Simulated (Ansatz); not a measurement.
The system is MnO2.

```
CELL_PARAMETERS angstrom
2.85496 0.00000 0.00000
-1.42748 2.47246 0.00000
0.00000 0.00000 10.22174
ATOMIC_POSITIONS crystal
Mn 0.00000 0.00000 0.50000
Mn 0.00000 0.00000 0.00000
O 0.66667 0.33333 0.40686
O 0.66667 0.33333 0.09314
O 0.33333 0.66667 0.59314
O 0.33333 0.66667 0.90686
```

Measurements of this composition are mostly on another form, of space group No. 136.

```yaml
Program: Ansatz 0.2.0
Task: relaxation of cell and atoms
Functional: PBEsol
Potentials_or_basis: Ansatz PAW
Cutoff: "420 eV (not typed: the program's choice for these potentials)"
k_mesh: 11 × 11 × 3
Occupations: fermi-dirac, width 0.05 eV
Spin: collinear spin, ferromagnetic start
Starting_moments: "[4.0, 4.0, 0.0, 0.0, 0.0, 0.0] μB"
Hubbard_terms: Mn d U = 4 eV
```

At the start: volume 12.03 Å³/atom.

**Question.** How do energy, volume and symmetry change on relaxing?

**Answer.** It ends after 28 steps and the volume is 13.37 Å³/atom (+11.2 %); space group P6_3/mmc (No. 194, to 0.05 Å); moment 6.00 μB per cell.

The path:
| step | energy change (eV) | largest force (eV/Å) | volume (Å³) |
| --- | --- | --- | --- |
| 1 | 0.0000 | 0.0752 | 72.15 |
| 2 | -0.0042 | 0.0939 | 74.09 |
| 3 | -0.0040 | 0.0183 | 74.60 |
| 4 | -0.0041 | 0.0004 | 74.59 |
| 5 | -0.0176 | 0.0009 | 74.59 |
| 6 | -0.0148 | 0.0109 | 75.53 |
| 7 | -0.0104 | 0.0083 | 76.44 |
| 8 | -0.0118 | 0.0003 | 76.20 |
| 9 | -0.0207 | 0.0003 | 76.20 |
| 10 | -0.0174 | 0.0045 | 77.06 |
| 11 | -0.0154 | 0.0129 | 77.47 |
| 12 | -0.0155 | 0.0000 | 77.45 |
| 13 | -0.0224 | 0.0001 | 77.45 |
| 14 | -0.0192 | 0.0025 | 78.23 |
| 15 | -0.0185 | 0.0002 | 78.37 |
| 16 | -0.0232 | 0.0001 | 78.37 |
| 17 | -0.0205 | 0.0019 | 79.01 |
| 18 | -0.0237 | 0.0019 | 79.01 |
| 19 | -0.0215 | 0.0014 | 79.53 |
| 20 | -0.0222 | 0.0004 | 79.36 |
| 21 | -0.0238 | 0.0004 | 79.36 |
| 22 | -0.0226 | 0.0000 | 79.66 |
| 23 | -0.0239 | 0.0001 | 79.66 |
| 24 | -0.0227 | 0.0003 | 79.93 |
| 25 | -0.0239 | 0.0003 | 79.93 |
| 26 | -0.0226 | 0.0009 | 80.24 |
| 27 | -0.0239 | 0.0009 | 80.24 |
| 28 | -0.0239 | 0.0009 | 80.24 |

Final structure:
```yaml
crystal:
  lattice:
    - [2.88080, 0.00000, 0.00000]
    - [-1.44040, 2.49485, 0.00000]
    - [0.00000, 0.00000, 11.16428]
  atoms:
    - { symbol: Mn, position: [0.00000, 0.00000, 0.50000] }
    - { symbol: Mn, position: [0.00000, 0.00000, 0.00000] }
    - { symbol: O, position: [0.66667, 0.33333, 0.41527] }
    - { symbol: O, position: [0.66667, 0.33333, 0.08473] }
    - { symbol: O, position: [0.33333, 0.66667, 0.58473] }
    - { symbol: O, position: [0.33333, 0.66667, 0.91527] }
```

Caveat: the magnetic or orbital state may not be the lowest; the plane-wave basis is chosen anew once the cell has moved, so the energies of steps on either side of that aren't comparable; the pressure holds a Pulay correction of +0.7 GPa for the finite cutoff; only a ferromagnetic start was run, and an antiferromagnetic order may lie lower in energy; the PAW data sets come from PBE, with cores solved anew for the run's functional, which leaves a small shift of forces and pressure.
